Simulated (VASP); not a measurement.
Input of a VASP 6.6.1 run:

The input INCAR:

```
SYSTEM = GaN
  PREC = Accurate
  ENCUT = 600
  EDIFF = 1E-8
  ISMEAR = 0
  SIGMA = 0.03
  LREAL = .FALSE.
  LASPH = .TRUE.
  NELM = 80
  ALGO = Fast
  ISIF = 2
  LWAVE = .FALSE.
  LCHARG = .FALSE.
  GGA = PE
  LEPSILON = .TRUE.
  KPAR = 2
```

File KPOINTS:

```
Automatic mesh
0
G
  18 18 9
  0 0 0
```

Contents of POSCAR:

```
GaN                                     
1.0
    3.2178300782      0.0000000000      0.0000000000
   -1.6089150391      2.7867225928      0.0000000000
    0.0000000000     -0.0000000000      5.2433004996
  Ga              N             
     2     2
Direct
     0.3333333332999970    0.6666666667000030    0.9991658378707967
     0.6666666667000030    0.3333333332999970    0.4991658378707967
     0.3333333332999970    0.6666666667000030    0.3758341621292033
     0.6666666667000030    0.3333333332999970    0.8758341621292033
```

Potentials or basis: VASP PAW PBE potentials, release 64 (Ga_d, N).

The run is started by

```bash
$ cat potpaw_PBE.64/Ga_d/POTCAR potpaw_PBE.64/N/POTCAR > POTCAR
$ mpirun -np 2 vasp_std > vasp.out
```

**Question.** Predict the electronic dielectric tensor (diagonal).

**Answer.** 5.90, 5.90, 6.09.

**Question.** Predict the Born charges (mean of the diagonal).

**Answer.** Ga +2.68; N -2.68 e.

**Question.** Estimate the band gap on the k mesh.

**Answer.** 1.72 eV, direct.

Born effective charge tensors (e):
atom 1, Ga
```
2.63 0.00 0.00
0.00 2.63 0.00
0.00 0.00 2.77
```
atom 2, Ga
```
2.63 0.00 0.00
0.00 2.63 0.00
0.00 0.00 2.77
```
atom 3, N
```
-2.63  0.00  0.00
 0.00 -2.63  0.00
 0.00  0.00 -2.77
```
atom 4, N
```
-2.63  0.00  0.00
 0.00 -2.63  0.00
 0.00  0.00 -2.77
```

Caveat: an odd mesh through Γ misses points on the zone boundary, where band edges often lie.

The gap isn't set beside the measured one, since this odd mesh misses points on the zone boundary.
